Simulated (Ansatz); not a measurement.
# P (Pm-3m), a vibration from a frozen displacement

Theory: Ansatz, DFT PBEsol+D3(BJ), scalar-relativistic, plane waves, PAW. Settings: plane waves to 420 eV, k-mesh 12×12×12 (Γ-centred), Gaussian smearing 0.15 eV. No spin polarisation. Energies are free energies at this smearing, counted from the undisturbed cell; pressure is positive in compression.

Reference structure (relaxed at this level; this simple cubic form isn't the usual structure):

```
P
1.0
     0.00000   -4.78096    0.00000
    -4.78096    0.00000    0.00000
     0.00000    0.00000   -4.78130
P
8
Direct
  0.50000 0.50000 0.50000
  0.50000 0.50000 0.00000
  0.00000 0.50000 0.50000
  0.00000 0.50000 0.00000
  0.50000 0.00000 0.50000
  0.50000 0.00000 0.00000
  0.00000 0.00000 0.50000
  0.00000 0.00000 0.00000
```

Atom 1 (P) is moved by x along the Cartesian unit vector (0.000, 1.000, 0.000); the cell and all other atoms stay fixed. The cell's volume is 109.29 Å³; the moved atoms weigh 30.974 u together and the others 216.816 u. Some rows repeat others by symmetry and weren't run.

| x (Å) | ΔE (meV/cell) | total force on the moved atoms along the move (eV/Å) | pressure (GPa) |
| --- | --- | --- | --- |
| -0.2000 | 104.05 | 1.2231 | 1.0129 |
| -0.1750 | 76.39 | 0.9954 | 0.7798 |
| -0.1500 | 54.04 | 0.7963 | 0.5804 |
| -0.1250 | 36.36 | 0.6222 | 0.4142 |
| -0.1000 | 22.74 | 0.4717 | 0.2800 |
| -0.0500 | 5.57 | 0.2235 | 0.1037 |
| 0.0000 | 0.00 | 0.0000 | 0.0464 |
| 0.0500 | 5.57 | -0.2235 | 0.1037 |
| 0.1000 | 22.74 | -0.4717 | 0.2800 |
| 0.1250 | 36.36 | -0.6222 | 0.4142 |
| 0.1500 | 54.04 | -0.7963 | 0.5804 |
| 0.1750 | 76.39 | -0.9954 | 0.7798 |
| 0.2000 | 104.05 | -1.2231 | 1.0129 |

Q: What frequency belongs to this motion?

A: The force constant is k = −dF/dx = 4.470 eV/Å², from the parabola through x = -0.0500, 0 and 0.0500. In every cell the moved atoms swing against the rest, so the mass is μ = m₁m₂/(m₁ + m₂) = 27.102 u, and ν̃ = 521.5 cm⁻¹ × √(|k|/μ) = 212 cm⁻¹. The pattern needn't be a normal mode: ν̃² is then a weighted mean of the squared nonzero frequencies at the zone centre of this cell, so it lies between the lowest and the highest of them.

Q: How far does the harmonic law reach?

A: At x = -0.200 Å, kx²/2 = 89.40 meV against the computed 104.05 meV (+16.4 %): the well stiffens in this direction at large amplitude.

Q: The pressure changes with x². What does that say about the frequency under compression?

A: With E = k(V)x²/2, k ∝ V^(−2γ) and x scaling with the cell as V^(1/3), P − P0 = −∂E/∂V = (2γ − 2/3) ΔE/V. At x = 0.1000 Å, V(P − P0) = 109.29 × 0.23365 / 160.2 eV = 159.38 meV and ΔE = 22.74 meV, so γ = 1/3 + V(P − P0)/(2ΔE) = 3.84. This is the Grüneisen parameter of the motion under uniform scaling of the cell: shrinking the cell evenly by 1 % in volume raises the frequency by about 3.84 %.

In a metal these slopes depend on the k mesh and the smearing.

Cost: 7 runs of about 5.4 core-minutes in all, on Intel Xeon Platinum 8488C (Sapphire Rapids) (shared hosts).

The phosphorus atom sits in a single well: moving it along a cube axis towards one neighbour and away from the opposite one always costs energy. Inversion symmetry at the site removes the cubic term, and the stiffening at larger amplitude probably reflects short-range repulsion on the compressed side growing faster than the stretched bond weakens. The same repulsion would explain the large Grüneisen parameter of 3.84.

The restoring force doesn't show that the simple cubic form is dynamically stable. Its bonding rests on half-filled p states shared among six equal neighbours, which at low pressure favours a Peierls-type distortion into three short and three long bonds, as in the A7 structure. That distortion needs neighbouring atoms to move in a concerted, alternating pattern, whereas displacing one atom mixes it with stiffer motions that can hide a soft or unstable mode. Displacing the two sublattices against each other along the body diagonal would test this directly.
